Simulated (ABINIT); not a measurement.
# Si (Fd-3m) in ABINIT: settings compared

The runs below take Si through relaxation of cell and atoms, single point, with PBE, PBEsol.

All numbers are computed with ABINIT 10.8.3 (patched build); they aren't measurements. Logs are shortened: lines on timing, memory, paths and dates and some standing lists are left out, and cuts for length are marked. The log counts tension as positive stress, the text compression.

### 1 The structure

It takes space group Fd-3m (No. 227, cubic). Conventional cell: a = 5.444 Å, b = 5.444 Å, c = 5.444 Å, α = 90.00°, β = 90.00°, γ = 90.00°. Around Si (site symmetry -43m) lie 4 Si at 2.36 Å.

### 2 Relaxation of cell and atoms, PBE

The input, run.abi:

```
pp_dirpath "./"
pseudos "Si.upf"

acell 7.2740828278 7.2740828278 7.2740828278
rprim
     0.0000000000     0.7071067812     0.7071067812
     0.7071067812     0.0000000000     0.7071067812
     0.7071067812     0.7071067812     0.0000000000
ntypat 1
znucl 14
natom 2
typat 1 1
chkprim 0
chksymtnons 0
tolsym 1.0e-6
xred
            1/2            1/2            1/2
            3/4            3/4            3/4

ecut 14.0
ecutsm 0.5

kptopt 1
ngkpt 6 6 6
nshiftk 1
shiftk 0.0 0.0 0.0

ixc 11

nband 8
occopt 3
tsmear 0.05 eV

nstep 80
tolvrs 1.0e-12

iomode 3
prteig 0
prtebands 0
prtwf 0
prtden 0

ionmov 22
optcell 2
ntime 50
tolmxf 2.0e-5
dilatmx 1.08
```

Potentials or basis: PseudoDojo NC SR PBE v0.5 stringent.

Launch:

```sh
$ abinit run.abi > log 2>&1
```

run.abo:

```text
.Version 10.8.3 of ABINIT
 Symmetries : space group Fd -3 m (#227); Bravais cF (face-center cubic)
================================================================================
 Values of the parameters that define the memory need of the present run
     intxc =       0    ionmov =      22      iscf =       7    lmnmax =       6
     lnmax =       6     mgfft =      30  mpssoang =       3    mqgrid =    3001
     natom =       2  nloc_mem =       1    nspden =       1   nspinor =       1
    nsppol =       1      nsym =      48    n1xccc =    2501    ntypat =       1
    occopt =       3   xclevel =       2
       mpw =         881          nfft =       27000          nkpt =          16
================================================================================
================================================================================

--------------------------------------------------------------------------------
------------- Echo of variables that govern the present computation ------------
--------------------------------------------------------------------------------
 -outvars: echo values of preprocessed input variables --------
            acell      7.2740828278E+00  7.2740828278E+00  7.2740828278E+00 Bohr
              amu      2.80855000E+01
          chkprim           0
      chksymtnons           0
          dilatmx      1.08000000E+00
             ecut      1.40000000E+01 Hartree
           ecutsm      5.00000000E-01 Hartree
           ionmov          22
              ixc          11
         kptrlatt        6    0    0      0    6    0      0    0    6
          kptrlen      4.36444970E+01
            natom           2
            nband           8
            ngfft          30      30      30
             nkpt          16
            nstep          80
             nsym          48
            ntime          50
           ntypat           1
           occopt           3
          optcell           2
           prtden           0
        prtebands           0
           prteig           0
            prtwf           0
            rprim      0.0000000000E+00  7.0710678120E-01  7.0710678120E-01
                       7.0710678120E-01  0.0000000000E+00  7.0710678120E-01
                       7.0710678120E-01  7.0710678120E-01  0.0000000000E+00
          spgroup         227
           tolmxf      2.00000000E-05
           tolsym      1.00000000E-06
           tolvrs      1.00000000E-12
           tsmear      1.83746611E-03 Hartree
            typat      1  1
           xangst      2.7218511847E+00  2.7218511847E+00  2.7218511847E+00
                       4.0827767770E+00  4.0827767770E+00  4.0827767770E+00
            xcart      5.1435532945E+00  5.1435532945E+00  5.1435532945E+00
                       7.7153299418E+00  7.7153299418E+00  7.7153299418E+00
             xred      5.0000000000E-01  5.0000000000E-01  5.0000000000E-01
                       7.5000000000E-01  7.5000000000E-01  7.5000000000E-01
            znucl       14.00000

================================================================================

 chkinp: Checking input parameters for consistency.

================================================================================
== DATASET  1 ==================================================================

--- !DatasetInfo
iteration_state: {dtset: 1, }
dimensions: {natom: 2, nkpt: 16, mband: 8, nsppol: 1, nspinor: 1, nspden: 1, mpw: 881, }
cutoff_energies: {ecut:  14.0, pawecutdg:  -1.0, }
electrons: {nelect:   8.00000000E+00, charge:   0.00000000E+00, occopt:   3.00000000E+00, tsmear:   1.83746611E-03, }
meta: {optdriver: 0, ionmov: 22, optcell: 2, iscf: 7, paral_kgb: 0, }
...

 Exchange-correlation functional for the present dataset will be:
  GGA: Perdew-Burke-Ernzerhof functional - ixc=11
  J.P.Perdew, K.Burke, M.Ernzerhof, PRL 77, 3865 (1996)

 Real(R)+Recip(G) space primitive vectors, cartesian coordinates (Bohr,Bohr^-1):
 R(1)=  0.0000000  5.1435533  5.1435533  G(1)= -0.0972091  0.0972091  0.0972091
 R(2)=  5.1435533  0.0000000  5.1435533  G(2)=  0.0972091 -0.0972091  0.0972091
 R(3)=  5.1435533  5.1435533  0.0000000  G(3)=  0.0972091  0.0972091 -0.0972091
 Unit cell volume ucvol=  2.7215714E+02 bohr^3
 Angles (23,13,12)=  6.00000000E+01  6.00000000E+01  6.00000000E+01 degrees

 getcut: wavevector=  0.0000  0.0000  0.0000  ngfft=  30  30  30
         ecut(hartree)=     16.330   => boxcut(ratio)=   2.26972

 getcut : COMMENT -
  Note that boxcut > 2.2 ; recall that boxcut=Gcut(box)/Gcut(sphere) = 2
  is sufficient for exact treatment of convolution.
  Such a large boxcut is a waste : you could raise ecut
  e.g. ecut=   21.030995 Hartrees makes boxcut=2

--- Pseudopotential description ------------------------------------------------
- pspini: atom type   1  psp file is ./Si.upf
  14.00000   4.00000  171031                  znucl, zion, pspdat
12 -101130 2 -1 1510                          pspcod,pspxc,lmax,lloc,mmax
     nproj     2     2     2

   1.49491450E+02                                ecore*ucvol(ha*bohr**3)
--------------------------------------------------------------------------------

================================================================================

=== [ionmov=22] Limited-memory Broyden-Fletcher-Goldfarb-Shanno method
================================================================================

--- Iteration: ( 1/50) Internal Cycle: (1/1)
--------------------------------------------------------------------------------

---SELF-CONSISTENT-FIELD CONVERGENCE--------------------------------------------

--- !BeginCycle
iteration_state: {dtset: 1, itime: 1, icycle: 1, }
solver: {iscf: 7, nstep: 80, nline: 4, wfoptalg: 0, }
tolerances: {tolvrs: 1.00E-12, }
...

     iter   Etot(hartree)      deltaE(h)  residm     vres2
 ETOT  1  -8.4566613503997    -8.457E+00 1.525E-02 6.451E+00
 ETOT  2  -8.4614034212666    -4.742E-03 4.832E-04 1.824E-01
 ETOT  3  -8.4614475468999    -4.413E-05 3.007E-03 2.641E-03
 ETOT  4  -8.4614479204877    -3.736E-07 1.705E-04 1.372E-04
 ETOT  5  -8.4614479347014    -1.421E-08 2.596E-04 1.428E-06
 ETOT  6  -8.4614479347883    -8.685E-11 5.290E-05 1.046E-08
 ETOT  7  -8.4614479347886    -3.428E-13 1.286E-04 5.501E-11
 ETOT  8  -8.4614479347887    -7.638E-14 4.194E-05 3.913E-13

 At SCF step    8       vres2   =  3.91E-13 < tolvrs=  1.00E-12 =>converged.

 Cartesian components of stress tensor (hartree/bohr^3)
  sigma(1 1)= -4.60915109E-05  sigma(3 2)=  0.00000000E+00
  sigma(2 2)= -4.60915109E-05  sigma(3 1)=  0.00000000E+00
  sigma(3 3)= -4.60915109E-05  sigma(2 1)=  0.00000000E+00

--- !ResultsGS
iteration_state: {dtset: 1, itime: 1, icycle: 1, }
comment   : Summary of ground state results
lattice_vectors:
- [  0.0000000,   5.1435533,   5.1435533, ]
- [  5.1435533,   0.0000000,   5.1435533, ]
- [  5.1435533,   5.1435533,   0.0000000, ]
lattice_lengths: [   7.27408,    7.27408,    7.27408, ]
lattice_angles: [ 60.000,  60.000,  60.000, ] # degrees, (23, 13, 12)
lattice_volume:   2.7215714E+02
convergence: {deltae: -7.638E-14, res2:  3.913E-13, residm:  4.194E-05, diffor: null, }
etotal    :  -8.46144793E+00
entropy   :   0.00000000E+00
fermie    :   1.69955113E-01
cartesian_stress_tensor: # hartree/bohr^3
- [ -4.60915109E-05,   0.00000000E+00,   0.00000000E+00, ]
- [  0.00000000E+00,  -4.60915109E-05,   0.00000000E+00, ]
- [  0.00000000E+00,   0.00000000E+00,  -4.60915109E-05, ]
pressure_GPa:   1.3561E+00
xred      :
- [  5.0000E-01,   5.0000E-01,   5.0000E-01, Si]
- [  7.5000E-01,   7.5000E-01,   7.5000E-01, Si]
cartesian_forces: # hartree/bohr
- [ -8.69090207E-31,   4.60106580E-31,  -5.11229533E-32, ]
- [  8.69090207E-31,  -4.60106580E-31,   5.11229533E-32, ]
force_length_stats: {min:   9.84697623E-31, max:   9.84697623E-31, mean:   9.84697623E-31, }
...
[... 292 lines left out ...]
 Cartesian coordinates (xcart) [bohr]
  5.16910138678392E+00  5.16910138678392E+00  5.16910138678392E+00
  7.75365208017588E+00  7.75365208017588E+00  7.75365208017588E+00
 Reduced coordinates (xred)
  5.00000000000000E-01  5.00000000000000E-01  5.00000000000000E-01
  7.50000000000000E-01  7.50000000000000E-01  7.50000000000000E-01
 Cartesian forces (fcart) [Ha/bohr]; max,rms= 0.00000E+00 0.00000E+00 (free atoms)
 -0.00000000000000E+00 -0.00000000000000E+00 -0.00000000000000E+00
 -0.00000000000000E+00 -0.00000000000000E+00 -0.00000000000000E+00
 Gradient of E wrt nuclear positions in reduced coordinates (gred)
  0.00000000000000E+00  0.00000000000000E+00  0.00000000000000E+00
  0.00000000000000E+00  0.00000000000000E+00  0.00000000000000E+00
 Scale of Primitive Cell (acell) [bohr]
  7.31021328647139E+00  7.31021328647139E+00  7.31021328647139E+00
 Real space primitive translations (rprimd) [bohr]
  0.00000000000000E+00  5.16910138678392E+00  5.16910138678392E+00
  5.16910138678392E+00  0.00000000000000E+00  5.16910138678392E+00
  5.16910138678392E+00  5.16910138678392E+00  0.00000000000000E+00
 Unitary Cell Volume (ucvol) [Bohr^3]=  2.76232737390628E+02
 Angles (23,13,12)= [degrees]
  6.00000000000000E+01  6.00000000000000E+01  6.00000000000000E+01
 Lengths [Bohr]
  7.31021328647139E+00  7.31021328647139E+00  7.31021328647139E+00
 Stress tensor in cartesian coordinates (strten) [Ha/bohr^3]
 -7.97556087795900E-09  0.00000000000000E+00  0.00000000000000E+00
  0.00000000000000E+00 -7.97556087752532E-09  0.00000000000000E+00
  0.00000000000000E+00  0.00000000000000E+00 -7.97556087795900E-09
 Total energy (etotal) [Ha]= -8.46154067603689E+00

 Difference of energy with previous step (new-old):
           Absolute (Ha)=-1.81928E-08
           Relative     =-2.15006E-09

 At Broyd/MD step   4, gradients are converged :
  max grad (force/stress) = 7.9756E-07 < tolmxf= 2.0000E-05 ha/bohr (free atoms)

================================================================================

 ----iterations are completed or convergence reached----

 Mean square residual over all n,k,spin=   53.596E-13; max=  43.378E-11
 reduced coordinates (array xred) for    2 atoms
       0.500000000000      0.500000000000      0.500000000000
       0.750000000000      0.750000000000      0.750000000000
 rms dE/dt=  0.0000E+00; max dE/dt=  0.0000E+00; dE/dt below (all hartree)
    1       0.000000000000      0.000000000000      0.000000000000
    2       0.000000000000      0.000000000000      0.000000000000

 cartesian coordinates (angstrom) at end:
    1      2.73537065287744     2.73537065287744     2.73537065287744
    2      4.10305597931616     4.10305597931616     4.10305597931616

 cartesian forces (hartree/bohr) at end:
    1     -0.00000000000000    -0.00000000000000    -0.00000000000000
    2     -0.00000000000000    -0.00000000000000    -0.00000000000000
 frms,max,avg= 0.0000000E+00 0.0000000E+00   0.000E+00  0.000E+00  0.000E+00 h/b

 cartesian forces (eV/Angstrom) at end:
    1     -0.00000000000000    -0.00000000000000    -0.00000000000000
    2     -0.00000000000000    -0.00000000000000    -0.00000000000000
 frms,max,avg= 0.0000000E+00 0.0000000E+00   0.000E+00  0.000E+00  0.000E+00 e/A
 length scales=  7.310213286471  7.310213286471  7.310213286471 bohr
              =  3.868398275417  3.868398275417  3.868398275417 angstroms
 Fermi (or HOMO) energy (hartree) =   0.16577   Average Vxc (hartree)=  -0.33818
 Eigenvalues (hartree) for nkpt=  16  k points:
 kpt#   1, nband=  8, wtk=  0.00463, kpt=  0.0000  0.0000  0.0000 (reduced coord)
  -0.28104    0.15323    0.15323    0.15323    0.24676    0.24676    0.24676    0.26686
      occupation numbers for kpt#   1
   2.00000    1.99783    1.99783    1.99783    0.00000    0.00000    0.00000    0.00000
 prteigrs : prtvol=0 or 1, do not print more k-points.

--- !EnergyTerms
iteration_state     : {dtset: 1, itime: 4, icycle: 1, }
comment             : Components of total free energy in Hartree
kinetic             :  3.04473571531283E+00
hartree             :  5.59414023539787E-01
xc                  : -3.08054044567047E+00
Ewald energy        : -8.33691992641430E+00
psp_core            :  5.41179337318859E-01
local_psp           : -2.33645026964366E+00
non_local_psp       :  1.14704183508697E+00
internal            : -8.46153973046998E+00
'-kT*entropy'       : -9.45566906167478E-07
total_energy        : -8.46154067603689E+00
total_energy_eV     : -2.30250251571719E+02
band_energy         : -2.45257832734485E-01
...

 Cartesian components of stress tensor (hartree/bohr^3)
  sigma(1 1)= -7.97556088E-09  sigma(3 2)=  0.00000000E+00
  sigma(2 2)= -7.97556088E-09  sigma(3 1)=  0.00000000E+00
  sigma(3 3)= -7.97556088E-09  sigma(2 1)=  0.00000000E+00

-Cartesian components of stress tensor (GPa)         [Pressure=  2.3465E-04 GPa]
- sigma(1 1)= -2.34649102E-04  sigma(3 2)=  0.00000000E+00
- sigma(2 2)= -2.34649102E-04  sigma(3 1)=  0.00000000E+00
- sigma(3 3)= -2.34649102E-04  sigma(2 1)=  0.00000000E+00

== END DATASET(S) ==============================================================
================================================================================

 -outvars: echo values of variables after computation  --------
            acell      7.3102132865E+00  7.3102132865E+00  7.3102132865E+00 Bohr
           etotal     -8.4615406760E+00
            fcart     -0.0000000000E+00 -0.0000000000E+00 -0.0000000000E+00
                      -0.0000000000E+00 -0.0000000000E+00 -0.0000000000E+00
            rprim      0.0000000000E+00  7.0710678119E-01  7.0710678119E-01
                       7.0710678119E-01  0.0000000000E+00  7.0710678119E-01
                       7.0710678119E-01  7.0710678119E-01  0.0000000000E+00
           strten     -7.9755608780E-09 -7.9755608775E-09 -7.9755608780E-09
                       0.0000000000E+00  0.0000000000E+00  0.0000000000E+00
           xangst      2.7353706529E+00  2.7353706529E+00  2.7353706529E+00
                       4.1030559793E+00  4.1030559793E+00  4.1030559793E+00
             xred      5.0000000000E-01  5.0000000000E-01  5.0000000000E-01
                       7.5000000000E-01  7.5000000000E-01  7.5000000000E-01
 Calculation completed.
```

Wall time 8.4 s (1 thread of Arm Neoverse V2, shared host); peak memory 0.06 GiB.

Results:

- Free energy: -230.2503 eV
- Relaxed volume: 20.47 Å³/atom
- Relaxed cell: a = 3.868 Å, b = 3.868 Å, c = 3.868 Å, α = 60.00°, β = 60.00°, γ = 60.00°
- Space group after relaxing (to 0.05 Å): Fd-3m (No. 227)
- Energy gained by relaxing: 1.3 meV/atom
- Ionic steps: 4
- Pressure after relaxing: 0.0 GPa
- Band gap on the k mesh: 0.75 eV, indirect (least direct gap 2.55 eV)

The path:
| step | energy change (eV) | largest force (eV/Å) | pressure (GPa) | volume (Å³) |
| --- | --- | --- | --- | --- |
| 1 | 0.0000 | 0.0000 | 1.36 | 40.33 |
| 2 | -0.0012 | 0.0000 | 0.97 | 40.50 |
| 3 | -0.0025 | 0.0000 | 0.02 | 40.92 |
| 4 | -0.0025 | 0.0000 | 0.00 | 40.93 |

Final structure:
```cif
data_structure
_symmetry_space_group_name_H-M 'P 1'
_symmetry_Int_Tables_number 1
_cell_length_a 3.8684
_cell_length_b 3.8684
_cell_length_c 3.8684
_cell_angle_alpha 60.000
_cell_angle_beta 60.000
_cell_angle_gamma 60.000
_cell_volume 40.93
loop_
_atom_site_label
_atom_site_type_symbol
_atom_site_fract_x
_atom_site_fract_y
_atom_site_fract_z
_atom_site_occupancy
Si1 Si 0.50000 0.50000 0.50000 1
Si2 Si 0.75000 0.75000 0.75000 1
```

[end of part 1 of 2]
